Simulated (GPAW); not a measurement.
Here is a GPAW 26.7.0 calculation.

File run.py:

```python
from ase.dft.bandgap import bandgap
from ase.io import read, write
from ase.units import Bohr, GPa
from gpaw import GPAW, PW
from gpaw.elf import elf_from_dft_calculation

atoms = read('TaS2.xyz')

calc = GPAW(mode=PW(600),
            xc='PBE',
            kpts={'size': (9, 9, 5), 'gamma': True},
            occupations={'name': 'methfessel-paxton', 'order': 0, 'width': 0.019000000000000003},
            nbands=25,
            convergence={'density': 1e-05, 'energy': 1e-05},
            maxiter=150,
            txt='gpaw.txt')
atoms.calc = calc
energy = atoms.get_potential_energy()
forces = atoms.get_forces()
stress = atoms.get_stress()
calc.write('gs.gpw')
write('result.traj', atoms)
print(f'Energy: {energy:.6f} eV')
print('Forces (eV/A):')
print(forces.round(4))
print('Stress (GPa):', (stress / GPa).round(3))
print('Fermi level:', round(calc.get_fermi_level(), 4), 'eV')
print(f'Gap: {bandgap(calc)[0]:.4f} eV, direct: {bandgap(calc, direct=True)[0]:.4f} eV')

# fields on the real-space grid
write('density.cube', atoms, data=calc.get_pseudo_density() * Bohr**3)
write('potential.cube', atoms, data=calc.get_electrostatic_potential())
write('elf.cube', atoms, data=elf_from_dft_calculation(calc).data)
```

File TaS2.xyz:

```xyz
3
Lattice="3.3500000000 0.0000000000 0.0000000000 -1.6750000000 2.9011851027 0.0000000000 0.0000000000 0.0000000000 5.8600000000" Properties=species:S:1:pos:R:3 pbc="T T T"
Ta     0.0000000000      0.0000000000      0.0000000000
S      1.6750000002      0.9670617008      4.3950000000
S     -0.0000000002      1.9341234019      1.4650000000
```

Potentials or basis: GPAW PAW data sets (gpaw-data 1.2.1), pw.

Run with:

```sh
$ OMP_NUM_THREADS=1 python run.py
```

Q: Predict the band gap on the k mesh.

A: None (metal or under the smearing width).

Q: Estimate the largest force.

A: 1.299 eV/Å.

Q: Estimate the pressure.

A: 9.5 GPa.

Forces on the atoms (eV/Å):
```
Ta   0.000  0.000  0.000
S    0.000  0.000 -1.299
S    0.000  0.000  1.299
```

Caveat: this functional lacks dispersion, which binds the layers, so the pressure and a relaxed spacing across them are unreliable; forces of over 1 eV/Å show positions far from the minimum, so gaps and moduli don't describe the material at rest. The run has no spin-orbit coupling, so splittings on Ta are missing.
